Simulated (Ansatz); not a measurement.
One crystal and one scan (energy against volume) at two levels, PBE (plane waves to 420 eV, PAW, scalar-relativistic; Ansatz, a program for electronic structure) and r2SCAN (plane waves to 500 eV, PAW, scalar-relativistic; Ansatz), each from its own relaxed cell and on its own mesh. The cell shown is that of PBE.

InN (zinc blende)

```
InN
1.0
    0.00000     2.52471     2.52471
    2.52471     0.00000     2.52471
    2.52471     2.52471     0.00000
N In
1 1
Direct
  0.75000   0.75000   0.75000
  0.00000   0.00000   0.00000
```

The volume is varied about the relaxed value V₀ at fixed cell shape. Symmetry pins the atoms to their sites.

E stands for the smeared free energy. InN was relaxed with its symmetry unable to fall. The PAW data are Ansatz's earlier set. Percentages come from the unrounded values. Both scans cover V/V₀ from 0.900 to 1.100.

Results of PBE:

- Lattice constant a (Å): 5.049
- Pressure at the smallest volume (GPa): 16.4
- Energy cost of the largest compression (meV/atom): 74
- Energy cost of the largest expansion (meV/atom): 51
- Bulk modulus B₀ (third-order Birch-Murnaghan fit) (GPa): 121.4
- Pressure for 5 % compression (fit) (GPa): 7.0

Task: What does r2SCAN give for the same quantities?

Result: 
```
quantity                                                 r2SCAN     PBE − r2SCAN
-------------------------------------------------------  ------  ---------------
Lattice constant a (Å)                                    5.000  +0.049 (+1.0 %)
Pressure at the smallest volume (GPa)                      18.7     -2.3 (-12 %)
Energy cost of the largest compression (meV/atom)            83       -9 (-10 %)
Energy cost of the largest expansion (meV/atom)              57       -6 (-11 %)
Bulk modulus B₀ (third-order Birch-Murnaghan fit) (GPa)   139.4    -18.0 (-13 %)
Pressure for 5 % compression (fit) (GPa)                    8.0     -1.0 (-13 %)
```

PBE gives the higher value for: lattice constant a. PBE gives the lower value for: pressure at the smallest volume; energy cost of the largest compression; energy cost of the largest expansion; bulk modulus B₀; pressure for 5 % compression. (PBE) At this level the bands of InN touch or barely overlap; measurements give the solid a gap. (r2SCAN) At this level the bands of InN touch or barely overlap; measurements give the solid a gap.

(Under strain, the slope of the energy per volume gives the stress and its curvature an elastic modulus.)
